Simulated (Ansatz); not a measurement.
# O under changes of volume

One of the cells (10.890 Å³/atom); the others are scaled copies at fixed shape and fractional positions:

```xyz
4
Lattice="3.8923 0.0000 0.0000 0.0000 3.7895 0.0000 -0.9967 0.0000 2.9534" Properties=species:S:1:pos:R:3 pbc="T T T"
O     1.1153    1.1591    0.5354
O     2.2786    1.1591    0.9413
O     1.7803    2.6303    2.4180
O     0.6170    2.6303    2.0121
```

- Program: Ansatz 0.2.0
- Functional: PBE
- Potentials or basis: Ansatz PAW
- Cutoff: 420 eV (not typed: the program's choice for these potentials)
- k mesh: 7 × 7 × 9
- Occupations: fermi-dirac, width 0.05 eV
- Spin: no spin polarisation

| volume (Å³/atom) | energy over the lowest point (meV/atom) | pressure (GPa) | gap on the mesh (eV) | largest force (eV/Å) |
| --- | --- | --- | --- | --- |
| 10.237 | ? | ? | ? | ? |
| 10.455 | 7.11 | 5.3 | 0.70 | 0.294 |
| 10.673 | 1.83 | 2.6 | 0.69 | 0.820 |
| 10.890 | 0.00 | 0.1 | 0.67 | 1.319 |
| 11.108 | 1.44 | -2.1 | 0.66 | 1.785 |
| 11.326 | 5.67 | -4.1 | 0.64 | 2.219 |
| 11.544 | 12.52 | -5.9 | 0.63 | 2.626 |

Problem. What does the run at 10.237 Å³/atom give?

Solution. Energy over the lowest point 16.32 meV/atom; pressure 8.3 GPa; gap on the mesh 0.72 eV; largest force 0.316 eV/Å.

Worked out: A Birch-Murnaghan fit of order 3 (a polynomial in V^(-2/3)) to the other rows has its minimum at 10.90 Å³/atom with B0 = V·E''(V) = 116 GPa and B' = 4.2 at fixed shape and positions, which overstates the stiffness. It gives 16.33 meV/atom at 10.237 Å³/atom, against the run's 16.32, and -dE/dV = 8.3 GPa, against 8.3. A straight line through the other rows of the gap, of slope -0.735 eV per unit of ln V, extrapolates to 0.72 eV, against the run's 0.72.

Energies are extrapolated to zero smearing.

Caveats: spin is off for a triplet molecule; odd divisions of the mesh miss points on the zone boundary, where band edges often lie, so the gap on the mesh can be too wide; forces of over 1 eV/Å show positions far from the minimum, so gaps and moduli don't describe the material at rest (some runs).

A mesh can miss the band edges.
